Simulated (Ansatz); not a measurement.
Theory: DFT PBE, scalar-relativistic, plane waves, PAW (Ansatz). All cells share a 420 eV cutoff and Γ-centred k meshes spaced at most about 0.3 Å⁻¹ (2π included). No spin polarisation.

These are static total energies at zero pressure.

Compare these two cells of Mg5ZnO6, each relaxed at this level.

A.

```xyz
12
Lattice="3.0188 0.0000 0.0000 -1.5094 2.6143 0.0000 0.0000 0.0000 14.7673" Properties=species:S:1:pos:R:3 pbc="T T T"
Mg    0.0000    1.7429   12.2909
Mg    1.5094    0.8714    2.4764
Mg    0.0000    1.7429    4.9308
Mg    0.0000    0.0000    7.3837
Mg    1.5094    0.8714    9.8366
Zn    0.0000    0.0000    0.0000
O     1.5094    0.8714   13.4884
O     0.0000    1.7429    1.2789
O     0.0000    0.0000    3.7046
O     1.5094    0.8714    6.1573
O     0.0000    1.7429    8.6101
O     0.0000    0.0000   11.0628
```

B.

```xyz
12
Lattice="3.2678 0.0000 0.0000 0.0000 3.2678 0.0000 0.0000 0.0000 13.7795" Properties=species:S:1:pos:R:3 pbc="T T T"
Mg    0.0000    0.0000    0.0000
Mg    1.6339    1.6339    2.3008
Mg    0.0000    0.0000    4.6027
Mg    0.0000    0.0000    9.1769
Mg    1.6339    1.6339   11.4787
Zn    1.6339    1.6339    6.8898
O     1.6339    0.0000    1.1504
O     0.0000    1.6339    3.4515
O     1.6339    0.0000    5.7275
O     0.0000    1.6339    8.0520
O     1.6339    0.0000   10.3281
O     0.0000    1.6339   12.6292
```

**Question.** Which is lower in energy, and by how much?

**Answer.** A is lower, by 56 meV/atom. A has Mg and Zn ordered on rock salt sites, space group P-3m1 (No. 164), 9.7 Å³/atom and a gap of 3.30 eV on its mesh; B has Mg and Zn ordered on zinc blende sites, space group P-4m2 (No. 115), 12.3 Å³/atom and a gap of 2.51 eV. Counting O atoms around Mg and Zn (those within 1.25 times the shortest such distance or 1.15 times the sum of covalent radii, 1.27 where that leaves under three), A has Mg 6, Zn 6 and B has Mg 4, Zn 4. The denser one is the lower, and pressure would at first widen the difference. Both come from invented guesses. Shaken at random and relaxed again, A came back. Checks on A: no imaginary mode on a 3×3×1 q mesh. Checks on B: no imaginary mode on a 2×2×1 q mesh.

Kohn–Sham gaps at this level usually fall short of measured ones.
